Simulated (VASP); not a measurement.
# GaN (Fm-3m) in VASP: single point with HSE06

Aim: the single point of GaN with HSE06.

Program: VASP 6.6.1. These are calculated values, not measurements. Logs are shortened: lines on timing, memory, paths and dates and some standing lists are left out, and cuts for length are marked.

### 1 The crystal as given

Symmetry: Fm-3m, No. 225, cubic system. The conventional cell has a = 4.222 Å, b = 4.222 Å, c = 4.222 Å, α = 90.00°, β = 90.00°, γ = 90.00°. Around Ga (site symmetry m-3m) lie 6 N at 2.11 Å. Around N (site symmetry m-3m) lie 6 Ga at 2.11 Å.

Measurements of this composition are mostly on another form, of space group No. 186.

### 2 Single point, HSE06

The input, POSCAR:

```
GaN
1.0
    0.0000000000      2.1108000000      2.1108000000
    2.1108000000      0.0000000000      2.1108000000
    2.1108000000      2.1108000000      0.0000000000
Ga N
1 1
Direct
    0.0000000000      0.0000000000      0.0000000000
    0.5000000000      0.5000000000      0.5000000000
```

The input, INCAR.step1:

```
PREC = Accurate
ENCUT = 520
EDIFF = 1E-5
ISMEAR = 0
SIGMA = 0.02
LREAL = F
LASPH = T
NELM = 100
ALGO = Normal
ISIF = 2
LWAVE = T
LCHARG = F
NBANDS = 16
GGA = PE
```

The input, INCAR.step2:

```
PREC = Accurate
ENCUT = 520
EDIFF = 1E-7
ISMEAR = 0
SIGMA = 0.02
LREAL = F
LASPH = T
NELM = 100
ALGO = Normal
ISIF = 2
LWAVE = F
LCHARG = F
GGA = PE
LHFCALC = T
HFSCREEN = 0.2
PRECFOCK = Fast
NBANDS = 16
ISTART = 1
```

The input, KPOINTS:

```
Automatic mesh
0
Gamma
  8 8 8
```

Potentials or basis: VASP PAW PBE potentials, release 64 (Ga_d, N).

The run is started by

```sh
$ cat potpaw_PBE.64/Ga_d/POTCAR potpaw_PBE.64/N/POTCAR > POTCAR
$ cp INCAR.step1 INCAR
$ mpirun -np 1 vasp_std > vasp.out
$ cp INCAR.step2 INCAR
$ mpirun -np 1 vasp_std > vasp.out
```

OUTCAR:

```text
PREC = Accurate
   ENCUT = 520
   EDIFF = 1E-7
   ISMEAR = 0
   LREAL = F
   LASPH = T
   NELM = 100
   ISIF = 2
   GGA = PE
   LHFCALC = T
   HFSCREEN = 0.2
   PRECFOCK = Fast
   ISTART = 1

 ion  position               nearest neighbor table
   1  0.000  0.000  0.000-   2 2.11   2 2.11   2 2.11   2 2.11   2 2.11   2 2.11
   2  0.500  0.500  0.500-   1 2.11   1 2.11   1 2.11   1 2.11   1 2.11   1 2.11

  LATTYP: Found a face centered cubic cell.
 ALAT       =     4.2216000000

  Lattice vectors:

 A1 = (   0.0000000000,   2.1108000000,   2.1108000000)
 A2 = (   2.1108000000,   0.0000000000,   2.1108000000)
 A3 = (   2.1108000000,   2.1108000000,   0.0000000000)

Analysis of symmetry for initial positions (statically):
=====================================================================
 Subroutine PRICEL returns:
 Original cell was already a primitive cell.

 Routine SETGRP: Setting up the symmetry group for a
 face centered cubic supercell.

 Subroutine GETGRP returns: Found 48 space group operations
 (whereof 48 operations were pure point group operations)
 out of a pool of 48 trial point group operations.

The static configuration has the point symmetry O_h .

Analysis of symmetry for dynamics (positions and initial velocities):
=====================================================================
 Subroutine PRICEL returns:
 Original cell was already a primitive cell.

 Routine SETGRP: Setting up the symmetry group for a
 face centered cubic supercell.

 Subroutine GETGRP returns: Found 48 space group operations
 (whereof 48 operations were pure point group operations)
 out of a pool of 48 trial point group operations.

The dynamic configuration has the point symmetry O_h .

 Subroutine INISYM returns: Found 48 space group operations
 (whereof 48 operations are pure point group operations),
 and found     1 'primitive' translations

----------------------------------------------------------------------------------------

                                     Primitive cell

  volume of cell :      18.8092

  direct lattice vectors                    reciprocal lattice vectors
     0.000000000  2.110800000  2.110800000    -0.236877013  0.236877013  0.236877013
     2.110800000  0.000000000  2.110800000     0.236877013 -0.236877013  0.236877013
     2.110800000  2.110800000  0.000000000     0.236877013  0.236877013 -0.236877013

  length of vectors
     2.985121987  2.985121987  2.985121987     0.410283022  0.410283022  0.410283022

  position of ions in fractional coordinates (direct lattice)
     0.000000000  0.000000000  0.000000000
     0.500000000  0.500000000  0.500000000

  ion indices of the primitive-cell ions
   primitive index   ion index
                 1           1
                 2           2

----------------------------------------------------------------------------------------

 KPOINTS: Automatic mesh

Automatic generation of k-mesh.
 Grid dimensions read from file:
 generate k-points for:    8    8    8

 Generating k-lattice:

  Cartesian coordinates                     Fractional coordinates (reciprocal lattice)
    -0.029609627  0.029609627  0.029609627     0.125000000  0.000000000  0.000000000
     0.029609627 -0.029609627  0.029609627     0.000000000  0.125000000  0.000000000
     0.029609627  0.029609627 -0.029609627     0.000000000  0.000000000  0.125000000

  Length of vectors
     0.051285378  0.051285378  0.051285378

  Shift w.r.t. Gamma in fractional coordinates (k-lattice)
     0.000000000  0.000000000  0.000000000

 Subroutine IBZKPT returns following result:
 ===========================================

 Found     29 irreducible k-points:

 Following reciprocal coordinates:
            Coordinates               Weight
  0.000000  0.000000  0.000000      1.000000
  0.125000  0.000000  0.000000      8.000000
  0.250000  0.000000  0.000000      8.000000
  0.375000  0.000000  0.000000      8.000000
  0.500000  0.000000  0.000000      4.000000
  0.125000  0.125000  0.000000      6.000000
[... 16 lines left out ...]
  0.500000  0.250000  0.125000     48.000000
 -0.375000  0.250000  0.125000     24.000000
 [... further k-points ...]
   k-points           NKPTS =     29   k-points in BZ     NKDIM =    512   number of bands    NBANDS=     16
   number of dos      NEDOS =    301   number of ions     NIONS =      2
   total plane-waves  NPLWV =  13824
   dimension x,y,z NGX =    24 NGY =   24 NGZ =   24
   dimension x,y,z NGXF=    48 NGYF=   48 NGZF=   48
   ions per type =               1   1
   NGX,Y,Z   is equivalent  to a cutoff of  13.37, 13.37, 13.37 a.u.
   NGXF,Y,Z  is equivalent  to a cutoff of  26.73, 26.73, 26.73 a.u.
 SYSTEM =  unknown system
   PREC   = accura    normal or accurate (medium, high low for compatibility)
   ISTART =      1    job   : 0-new  1-cont  2-samecut
   ICHARG =      0    charge: 1-file 2-atom 10-const
   ISPIN  =      1    spin polarized calculation?
   LNONCOLLINEAR =      F non collinear calculations
   LSORBIT =      F    spin-orbit coupling
   LASPH  =      T    aspherical Exc in radial PAW
   ENCUT  =  520.0 eV  38.22 Ry    6.18 a.u.   5.55  5.55  5.55*2*pi/ulx,y,z
   NELM   =    100;   NELMIN=  2; NELMDL=  0     # of ELM steps
   EDIFF  = 0.1E-06   stopping-criterion for ELM
   LREAL  =      F    real-space projection
   EDIFFG = 0.1E-05   stopping-criterion for IOM
   NSW    =      0    number of steps for IOM
   IBRION =     -1    ionic relax: 0-MD 1-quasi-New 2-CG
   NFREE  =      0    steps in history (QN), initial steepest desc. (CG)
   ISIF   =      2    stress and relaxation
   ISYM   =      3    0-nonsym 1-usesym 2-fastsym
   POTIM  = 0.5000    time-step for ionic-motion
   TEBEG  =    0.0;   TEEND  =   0.0 temperature during run
   PSTRESS=    0.0 pullay stress
   NELECT =      18.0000    total number of electrons
   NUPDOWN=      -1.0000    fix difference up-down
   EMIN   =  10.00;   EMAX   =-10.00  energy-range for DOS
   EFERMI =   0.00;   METHOD = LEGACY
   ISMEAR =     0;   SIGMA  =   0.02  broadening in eV -4-tet -1-fermi 0-gaus
   EFERMI_NEDOS =   21; number of points for ismear=-14 and -15
   IALGO  =     38    algorithm
   IMIX   =      1    mixing-type and parameters
     AMIX     =   0.40;   BMIX     =  1.00
     AMIX_MAG =   1.60;   BMIX_MAG =  1.00
  volume/ion in A,a.u.               =       9.40        63.47
  Fermi-wavevector in a.u.,A,eV,Ry     =   1.613276  3.048649 35.411317  2.602658
  Thomas-Fermi vector in A             =   2.708371
   LORBIT       =      0    0 simple, 1 ext, 2 COOP (PROOUT), +10 PAW based schemes
   GGA     = PE    functional components
   LHFCALC =     T    Hartree Fock is set to
   PRECFOCK=fast      Normal, Fast or Accurate (Low or Medium for compatibility)
   ENCUT4O =  -1.0   cutoff for four orbital integrals eV
   NKREDX  =     1    reduce k-point grid by
   NKREDY  =     1    reduce k-point grid by
   NKREDZ  =     1    reduce k-point grid by
   AEXX    =    0.2500 exact exchange contribution
   HFSCREEN=    0.2000 screening length (either q_TF or 0.3 A-1)
   HFSCREENC=   0.2000 screening length for correlation (either q_TF or 0.3 A-1)
   ENCUTFOCK=  -1.0 apply spherical cutoff to Coloumb kernel
   IVDW    =     0    specifies the selected vdW correction
   LEPSILON=     F    determine dielectric tensor
   LRPA    =     F    only Hartree local field effects (RPA)
 non-spin polarized calculation
 Gauss-broadening in eV      SIGMA  =   0.02
  energy-cutoff  :      520.00
  volume of cell :       18.81
 maximum number of plane-waves:       531
 NGX is ok and might be reduce to    24
  NGX = 14; NGY = 14; NGZ = 14

 number of electron      18.0000009 magnetization

 Free energy of the ion-electron system (eV)
  ---------------------------------------------------
  ext. energy  EPLUGINS =         0.00000000
  ---------------------------------------------------
  free energy    TOTEN  =       -13.82153260 eV

  energy without entropy =      -13.82153260  energy(sigma->0) =      -13.82153260

 E-fermi :   7.3471     XC(G=0): -10.6537

 val. band max:        7.1414841236   @ k =  -0.2500   0.1250   0.0000
 cond. band min:       9.0650799476   @ k =   0.5000   0.5000   0.0000
 fundamental gap:      1.9235958240
 Fermi energy:         7.3471151807

 k-point     1 :       0.0000    0.0000    0.0000
  band No.  band energies     occupation
      1     -11.8052      2.00000
      2      -9.0875      2.00000
      3      -9.0875      2.00000
      4      -9.0875      2.00000
      5      -9.0506      2.00000
      6      -9.0506      2.00000
[... 8 lines left out ...]
     15      25.1567      0.00000
     16      25.1567      0.00000

 k-point     2 :       0.1250    0.0000    0.0000
  band No.  band energies     occupation
      1     -11.4814      2.00000
      2      -9.0973      2.00000
      3      -9.0939      2.00000
      4      -9.0939      2.00000
      5      -9.0482      2.00000
      6      -9.0482      2.00000
[... 8 lines left out ...]
     15      25.0141      0.00000
     16      25.0141      0.00000

 k-point     3 :       0.2500    0.0000    0.0000
  band No.  band energies     occupation
      1     -10.5740      2.00000
      2      -9.1697      2.00000
      3      -9.1697      2.00000
      4      -9.1135      2.00000
      5      -8.9809      2.00000
      6      -8.9809      2.00000
[... 8 lines left out ...]
     15      26.7115      0.00000
     16      26.7115      0.00000

 k-point     4 :       0.3750    0.0000    0.0000
  band No.  band energies     occupation
      1      -9.4560      2.00000
      2      -9.2477      2.00000
      3      -9.2477      2.00000
      4      -9.0088      2.00000
      5      -8.9098      2.00000
      6      -8.9098      2.00000
[... 8 lines left out ...]
     15      29.5759      0.00000
     16      29.5760      0.00000
[... 324 lines left out ...]
 k-point    22 :       0.3750    0.2500    0.1250
  band No.  band energies     occupation
      1     -10.3216      2.00000
      2      -9.1474      2.00000
      3      -9.1140      2.00000
      4      -9.0363      2.00000
      5      -8.9665      2.00000
      6      -8.5728      2.00000
[... 8 lines left out ...]
     15      30.3295      0.00000
     16      30.6882      0.00000

 k-point    23 :       0.5000    0.2500    0.1250
  band No.  band energies     occupation
      1     -10.0634      2.00000
      2      -9.1797      2.00000
      3      -9.1344      2.00000
      4      -9.0278      2.00000
      5      -8.8994      2.00000
      6      -7.6408      2.00000
[... 8 lines left out ...]
     15      30.3158      0.00000
     16      31.8191      0.00000

 k-point    24 :      -0.3750    0.2500    0.1250
  band No.  band energies     occupation
      1     -10.0026      2.00000
      2      -9.2104      2.00000
      3      -9.1298      2.00000
      4      -9.0258      2.00000
      5      -8.8709      2.00000
      6      -6.9946      2.00000
[... 8 lines left out ...]
     15      27.9404      0.00000
     16      32.7178      0.00000

 [... further k-points ...]

------------------------ aborting loop because EDIFF is reached ----------------------------------------

  FORCE on cell =-STRESS in cart. coord.  units (eV):
  Direction    XX          YY          ZZ          XY          YZ          ZX
  --------------------------------------------------------------------------------------
  -------------------------------------------------------------------------------------
  Total       -0.1464530     -0.1464530     -0.1464530     -0.0000000     -0.0000000      0.0000000
  in kB      -12.4749168    -12.4749168    -12.4749168     -0.0000000     -0.0000000      0.0000000
  external PRESSURE =     -12.4749168 kB  Pullay stress =       0.0000000 kB

 VOLUME and BASIS-vectors are now :
 -----------------------------------------------------------------------------
  energy-cutoff  :      520.00
  volume of cell :       18.81
      direct lattice vectors                 reciprocal lattice vectors
     0.000000000  2.110800000  2.110800000    -0.236877013  0.236877013  0.236877013
     2.110800000  0.000000000  2.110800000     0.236877013 -0.236877013  0.236877013
     2.110800000  2.110800000  0.000000000     0.236877013  0.236877013 -0.236877013

 POSITION                                       TOTAL-FORCE (eV/Angst)
 -----------------------------------------------------------------------------------
      0.00000      0.00000      0.00000         0.000000     -0.000000     -0.000000
      2.11080      2.11080      2.11080        -0.000000      0.000000      0.000000
 -----------------------------------------------------------------------------------
    total drift:                               -0.000004     -0.000007     -0.000007

  FREE ENERGIE OF THE ION-ELECTRON SYSTEM (eV)
  ---------------------------------------------------
  free  energy   TOTEN  =       -13.8215325964 eV

  energy  without entropy=      -13.8215325964  energy(sigma->0) =      -13.82153260
```

Wall time 36 min (1 thread of Intel Xeon Platinum 8488C (Sapphire Rapids), shared host); peak memory 0.26 GiB.

What came out:

```yaml
Free_energy: -13.8215 eV
Pressure: -1.2 GPa
Band_gap_on_the_k_mesh: 1.92 eV, indirect (least direct gap 4.13 eV)
```

Caveat: the PAW data sets were made with another functional, which shifts forces and pressure a little. A k mesh can miss the band edges.
